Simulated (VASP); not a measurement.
# BaTiO3 (Amm2) in VASP: dielectric tensor with PBEsol+D3(BJ)

Aim: the dielectric tensor of BaTiO3 with PBEsol+D3(BJ).

All numbers are computed with VASP 6.6.1; they aren't measurements. Logs are shortened: lines on timing, memory, paths and dates and some standing lists are left out, and cuts for length are marked.

### 1 Starting point

Symmetry: Amm2, No. 38, orthorhombic system. Conventional cell: a = 3.947 Å, b = 5.622 Å, c = 5.633 Å, α = 90.00°, β = 90.00°, γ = 90.00°. Ba (site symmetry mm2) has 12 O at 2.76 to 2.88 Å as nearest neighbours. Around Ti (site symmetry mm2) lie 6 O at 1.89 to 2.10 Å. O (site symmetry mm2) has 2 Ti at 1.98 Å as nearest neighbours. O (site symmetry m) has 2 Ti at 1.89 to 2.10 Å as nearest neighbours.

### 2 Dielectric tensor, PBEsol+D3(BJ)

File INCAR:

```
SYSTEM = BaTiO3
PREC = Accurate
ENCUT = 520
EDIFF = 1E-7
ISMEAR = 0
SIGMA = 0.02
LREAL = .False.
LASPH = .True.
NELM = 100
ALGO = Normal
ISIF = 2
LWAVE = .False.
LCHARG = .False.
GGA = PS
IVDW = 12
LEPSILON = .True.
KPAR = 8
```

File KPOINTS:

```
Automatic mesh
0
Gamma
  8 8 8
  0 0 0
```

File POSCAR:

```
BaTiO3                                  
1.0
    3.9469808653      0.0000000000      0.0000000000
    0.0000000000      2.8111215617      2.8164679183
    0.0000000000     -2.8111215617      2.8164679183
  Ba              Ti              O             
     1     1     3
Direct
     0.0000000000000000    0.0043169377643295    0.0043169377643295
     0.5000000000000000    0.5153402357059136    0.5153402357059136
     0.0000000000000000    0.4937080356621451    0.4937080356621451
     0.5000000000000000    0.4947599683945612    0.9887548224730551
     0.5000000000000000    0.9887548224730551    0.4947599683945612
```

Potentials or basis: VASP PAW PBE potentials, release 64 (Ba_sv, Ti_sv, O).

Launch:

```console
$ cat potpaw_PBE.64/Ba_sv/POTCAR potpaw_PBE.64/Ti_sv/POTCAR potpaw_PBE.64/O/POTCAR > POTCAR
$ mpirun -np 8 vasp_std > vasp.out
```

OUTCAR:

```text
SYSTEM = BaTiO3
   PREC = Accurate
   ENCUT = 520
   EDIFF = 1E-7
   ISMEAR = 0
   LREAL = .False.
   LASPH = .True.
   NELM = 100
   ISIF = 2
   GGA = PS
   IVDW = 12
   LEPSILON = .True.
 IVDW          = 12

 ion  position               nearest neighbor table
   1  0.000  0.004  0.004-   3 2.76   4 2.78   5 2.78   4 2.78   5 2.78   3 2.81   3 2.81   5 2.83
                             4 2.83   5 2.83   4 2.83   3 2.88   2 3.39   2 3.39   2 3.44   2 3.44
   2  0.500  0.515  0.515-   4 1.89   5 1.89   3 1.98   3 1.98   5 2.10   4 2.10   1 3.39   1 3.39
                             1 3.44   1 3.44   1 3.44   1 3.44   1 3.49   1 3.49
   3  0.000  0.494  0.494-   2 1.98   2 1.98   1 2.76   1 2.81   1 2.81   1 2.88
   4  0.500  0.495  0.989-   2 1.89   2 2.10   1 2.78   1 2.78   1 2.83   1 2.83
   5  0.500  0.989  0.495-   2 1.89   2 2.10   1 2.78   1 2.78   1 2.83   1 2.83

  LATTYP: Found a base centered orthorhombic cell.
 ALAT       =     5.6222431234
 B/A-ratio  =     1.0019018589
 C/A-ratio  =     0.7020295599

  Lattice vectors:

 A1 = (   0.0000000000,   2.8111215617,  -2.8164679183)
 A2 = (   0.0000000000,   2.8111215617,   2.8164679183)
 A3 = (   3.9469808653,   0.0000000000,   0.0000000000)

Analysis of symmetry for initial positions (statically):
=====================================================================
 Subroutine PRICEL returns:
 Original cell was already a primitive cell.

 Routine SETGRP: Setting up the symmetry group for a
 base centered orthorhombic supercell.

 Subroutine GETGRP returns: Found  4 space group operations
 (whereof  4 operations were pure point group operations)
 out of a pool of  8 trial point group operations.

The static configuration has the point symmetry C_2v.

Analysis of symmetry for dynamics (positions and initial velocities):
=====================================================================
 Subroutine PRICEL returns:
 Original cell was already a primitive cell.

 Routine SETGRP: Setting up the symmetry group for a
 base centered orthorhombic supercell.

 Subroutine GETGRP returns: Found  4 space group operations
 (whereof  4 operations were pure point group operations)
 out of a pool of  8 trial point group operations.

The dynamic configuration has the point symmetry C_2v.

 Subroutine INISYM returns: Found  4 space group operations
 (whereof  4 operations are pure point group operations),
 and found     1 'primitive' translations

----------------------------------------------------------------------------------------

                                     Primitive cell

  volume of cell :      62.4999

  direct lattice vectors                    reciprocal lattice vectors
     3.946980865  0.000000000  0.000000000     0.253358208  0.000000000  0.000000000
     0.000000000  2.811121562  2.816467918     0.000000000  0.177864951  0.177527320
     0.000000000 -2.811121562  2.816467918     0.000000000 -0.177864951  0.177527320

  length of vectors
     3.946980865  3.979308479  3.979308479     0.253358208  0.251300398  0.251300398

  position of ions in fractional coordinates (direct lattice)
     0.000000000  0.004316938  0.004316938
     0.500000000  0.515340236  0.515340236
     0.000000000  0.493708036  0.493708036
     0.500000000  0.494759968  0.988754822
     0.500000000  0.988754822  0.494759968

  ion indices of the primitive-cell ions
   primitive index   ion index
                 1           1
                 2           2
                 3           3
                 4           4
                 5           5

----------------------------------------------------------------------------------------

 KPOINTS: Automatic mesh

Automatic generation of k-mesh.
 Grid dimensions read from file:
 generate k-points for:    8    8    8

 Generating k-lattice:

  Cartesian coordinates                     Fractional coordinates (reciprocal lattice)
     0.031669776  0.000000000  0.000000000     0.125000000  0.000000000  0.000000000
     0.000000000  0.022233119  0.022190915     0.000000000  0.125000000  0.000000000
     0.000000000 -0.022233119  0.022190915     0.000000000  0.000000000  0.125000000

  Length of vectors
     0.031669776  0.031412550  0.031412550

  Shift w.r.t. Gamma in fractional coordinates (k-lattice)
     0.000000000  0.000000000  0.000000000

 Subroutine IBZKPT returns following result:
 ===========================================

 Found    105 irreducible k-points:

 Following reciprocal coordinates:
            Coordinates               Weight
  0.000000  0.000000  0.000000      1.000000
  0.125000  0.000000  0.000000      2.000000
  0.250000  0.000000  0.000000      2.000000
[... 46 lines left out ...]
   ISIF   =      2    stress and relaxation
   ISYM   =      2    0-nonsym 1-usesym 2-fastsym
   POTIM  = 0.5000    time-step for ionic-motion
   TEBEG  =    0.0;   TEEND  =   0.0 temperature during run
   PSTRESS=    0.0 pullay stress
   NELECT =      40.0000    total number of electrons
   NUPDOWN=      -1.0000    fix difference up-down
   EMIN   =  10.00;   EMAX   =-10.00  energy-range for DOS
   EFERMI =   0.00;   METHOD = LEGACY
   ISMEAR =     0;   SIGMA  =   0.02  broadening in eV -4-tet -1-fermi 0-gaus
   EFERMI_NEDOS =   21; number of points for ismear=-14 and -15
   IALGO  =     38    algorithm
   IMIX   =      4    mixing-type and parameters
     AMIX     =   0.40;   BMIX     =  1.00
     AMIX_MAG =   1.60;   BMIX_MAG =  1.00
  volume/ion in A,a.u.               =      12.50        84.35
  Fermi-wavevector in a.u.,A,eV,Ry     =   1.410809  2.666043 27.080807  1.990383
  Thomas-Fermi vector in A             =   2.532725
   LORBIT       =      0    0 simple, 1 ext, 2 COOP (PROOUT), +10 PAW based schemes
   GGA     = PS    functional components
   LHFCALC =     F    Hartree Fock is set to
   AEXX    =    0.0000 exact exchange contribution
   IVDW    =    12    specifies the selected vdW correction
   LEPSILON=     T    determine dielectric tensor
   LRPA    =     F    only Hartree local field effects (RPA)
 non-spin polarized calculation
 Gauss-broadening in eV      SIGMA  =   0.02
  energy-cutoff  :      520.00
  volume of cell :       62.50
 maximum number of plane-waves:      1727
 NGX is ok and might be reduce to    30
   NGX = 15   NGY = 15   NGZ = 15

--------------------------------------- Ionic step        1  -------------------------------------------

 number of electron      39.9999999 magnetization

 E-fermi :   3.9729     XC(G=0): -11.6456

 val. band max:        3.8885787275   @ k =   0.5000   0.5000   0.5000
 cond. band min:       5.8596091563   @ k =   0.0000   0.0000   0.0000
 fundamental gap:      1.9710304289
 Fermi energy:         3.9729091631

 k-point     1 :       0.0000    0.0000    0.0000
  band No.  band energies     occupation
      1     -52.2376      2.00000
      2     -28.6085      2.00000
      3     -28.6049      2.00000
      4     -28.5798      2.00000
      5     -20.8332      2.00000
      6     -12.9788      2.00000
[... 637 lines left out ...]
     23       7.9314      0.00000
     24       8.9425      0.00000

 [... further k-points ...]

  FORCE on cell =-STRESS in cart. coord.  units (eV):
  Direction    XX          YY          ZZ          XY          YZ          ZX
  --------------------------------------------------------------------------------------
  -------------------------------------------------------------------------------------
  Total      -0.00120    -0.00492    -0.00845     0.00000     0.00000     0.00000
  in kB      -0.03076    -0.12615    -0.21667     0.00000     0.00000     0.00000
  external pressure =       -0.12 kB  Pullay stress =        0.00 kB

 VOLUME and BASIS-vectors are now :
 -----------------------------------------------------------------------------
  energy-cutoff  :      520.00
  volume of cell :       62.50
      direct lattice vectors                 reciprocal lattice vectors
     3.946980865  0.000000000  0.000000000     0.253358208  0.000000000  0.000000000
     0.000000000  2.811121562  2.816467918     0.000000000  0.177864951  0.177527320
     0.000000000 -2.811121562  2.816467918     0.000000000 -0.177864951  0.177527320

 POSITION                                       TOTAL-FORCE (eV/Angst)
 -----------------------------------------------------------------------------------
      0.00000      0.00000      0.02432         0.000000     -0.000000      0.001051
      1.97349      0.00000      2.90288         0.000000     -0.000000      0.000747
      0.00000      0.00000      2.78103         0.000000     -0.000000     -0.001938
      1.97349     -1.38868      4.17827         0.000000      0.000178      0.000070
      1.97349      1.38868      4.17827         0.000000     -0.000178      0.000070
 -----------------------------------------------------------------------------------
    total drift:                                0.000000      0.000003     -0.000126

  FREE ENERGIE OF THE ION-ELECTRON SYSTEM (eV)
  ---------------------------------------------------
  free  energy   TOTEN  =       -43.3428902290 eV

  energy  without entropy=      -43.3428902290  energy(sigma->0) =      -43.34289023

 HEAD OF MICROSCOPIC STATIC DIELECTRIC TENSOR (INDEPENDENT PARTICLE, excluding Hartree and local field effects)
 ------------------------------------------------------
           6.718592     0.000000     0.000000
           0.000000     6.655070     0.000000
           0.000000     0.000000     6.423402
 ------------------------------------------------------

 Free energy of the ion-electron system (eV)
  ---------------------------------------------------
  ---------------------------------------------------
  free energy    TOTEN  =        -1.00330031 eV

  energy without entropy =       -1.00330031

------------------------ aborting loop because EDIFF is reached ----------------------------------------

 Edisp (eV)   -1.35660

 E8    (eV) :    -0.9395
[... 7 lines left out ...]
 E8    (eV) :    -0.9395

--------------------------------------- Ionic step        3  -------------------------------------------

 Free energy of the ion-electron system (eV)
  ---------------------------------------------------
  ---------------------------------------------------
  free energy    TOTEN  =        -0.92036897 eV

  energy without entropy =       -0.92036897

------------------------ aborting loop because EDIFF is reached ----------------------------------------

 Edisp (eV)   -1.35660

 E8    (eV) :    -0.9395

 PIEZOELECTRIC TENSOR FIELD DIRECTION 3  (e Angst)
 -----------------------------------------------------------------------------
     0.66369  0.00000  0.00000           ( -0.07692  0.00000  0.00000)
     0.00000  0.27662  0.00000           (  0.00000  0.48156  0.00000)
     0.00000  0.00000  0.70957           (  0.00000  0.00000  0.29121)

 PIEZOELECTRIC TENSOR FIELD DIRECTION 3  (C/m^2)
 -----------------------------------------------------------------------------
     0.17014  0.00000  0.00000
     0.00000  0.07091  0.00000
     0.00000  0.00000  0.18190

 MACROSCOPIC STATIC DIELECTRIC TENSOR (including local field effects in DFT)
 ------------------------------------------------------
           6.525784     0.000000     0.000000
           0.000000     6.331217     0.000000
           0.000000     0.000000     6.055650
 ------------------------------------------------------

 PIEZOELECTRIC TENSOR (including local field effects)  for field in x, y, z        (e  Angst)
          XX          YY          ZZ          XY          YZ          ZX
  --------------------------------------------------------------------------------
  x     0.00000     0.00000     0.00000     0.00000     0.00000     0.20606
  y     0.00000     0.00000     0.00000     0.00000    -0.15835     0.00000
  z     0.66369     0.27662     0.70957     0.00000     0.00000     0.00000

 PIEZOELECTRIC TENSOR (including local field effects)  for field in x, y, z        (C/m^2)
          XX          YY          ZZ          XY          YZ          ZX
  --------------------------------------------------------------------------------
  x     0.00000     0.00000     0.00000     0.00000     0.00000     0.05282
  y     0.00000     0.00000     0.00000     0.00000    -0.04059     0.00000
  z     0.17014     0.07091     0.18190     0.00000     0.00000     0.00000

 BORN EFFECTIVE CHARGES (including local field effects) (in |e|, cummulative output)
 ---------------------------------------------------------------------------------
 ion    1
    1     2.74914     0.00000     0.00000
    2     0.00000     2.80457     0.00000
    3     0.00000     0.00000     2.77420
 ion    2
    1     7.12673     0.00000     0.00000
    2     0.00000     6.79002     0.00000
    3     0.00000     0.00000     6.25120
 ion    3
    1    -5.67733     0.00000     0.00000
    2     0.00000    -2.04947     0.00000
    3     0.00000     0.00000    -2.05697
 ion    4
    1    -2.09927     0.00000     0.00000
    2     0.00000    -3.77256     1.66556
    3     0.00000     1.54763    -3.48422
 ion    5
    1    -2.09927     0.00000     0.00000
    2     0.00000    -3.77256    -1.66556
    3     0.00000    -1.54763    -3.48422
```

Wall time 15 min (8 MPI ranks of Intel Xeon Platinum 8488C (Sapphire Rapids), shared host); peak memory 0.73 GiB.

Results:

- Band gap on the k mesh: 1.97 eV, indirect (least direct gap 2.23 eV)
- Electronic dielectric tensor (diagonal): 6.53, 6.33, 6.06
- Born charges (mean of the diagonal): Ba +2.78; Ti +6.72; O -3.26, -3.12 e
- Dispersion energy per atom: -0.271 eV

Levels at points of the mesh, in eV from the valence-band top:
| k point | band 16 | band 17 | band 18 | band 19 | band 20 | band 21 | band 22 | band 23 | band 24 |
| --- | --- | --- | --- | --- | --- | --- | --- | --- | --- |
| (0.00, 0.00, 0.00) | -1.28 | -1.17 | -0.33 | -0.32 | -0.26 | 1.97 | 2.09 | 2.15 | 4.35 |
| (0.50, 0.00, 0.00) | -2.19 | -1.82 | -1.73 | -0.98 | -0.88 | 2.30 | 3.72 | 3.80 | 4.36 |
| (0.00, 0.50, 0.00) | -2.02 | -1.92 | -1.80 | -0.84 | -0.75 | 2.19 | 3.74 | 3.76 | 4.35 |
| (0.50, 0.50, 0.00) | -2.83 | -1.72 | -0.90 | -0.89 | -0.09 | 3.78 | 3.78 | 4.16 | 5.06 |
| (0.00, 0.50, 0.50) | -2.86 | -1.68 | -0.89 | -0.85 | -0.18 | 3.75 | 3.77 | 4.13 | 5.20 |
| (0.50, 0.50, 0.50) | -2.41 | -2.39 | -0.09 | -0.01 | 0.00 | 4.39 | 4.41 | 4.47 | 6.64 |

Electronic dielectric tensor:
```
6.53 0.00 0.00
0.00 6.33 0.00
0.00 0.00 6.06
```

Born effective charge tensors (e):
atom 1, Ba
```
2.75 0.00 0.00
0.00 2.80 0.00
0.00 0.00 2.77
```
atom 2, Ti
```
7.13 0.00 0.00
0.00 6.79 0.00
0.00 0.00 6.25
```
atom 3, O
```
-5.68  0.00  0.00
 0.00 -2.05  0.00
 0.00  0.00 -2.06
```
atom 4, O
```
-2.10  0.00  0.00
 0.00 -3.77  1.67
 0.00  1.55 -3.48
```
atom 5, O
```
-2.10  0.00  0.00
 0.00 -3.77 -1.67
 0.00 -1.55 -3.48
```

Caveat: the PAW data sets were made with another functional, which shifts forces and pressure a little; spin-orbit coupling is left out, which moves the levels of the heavy elements.
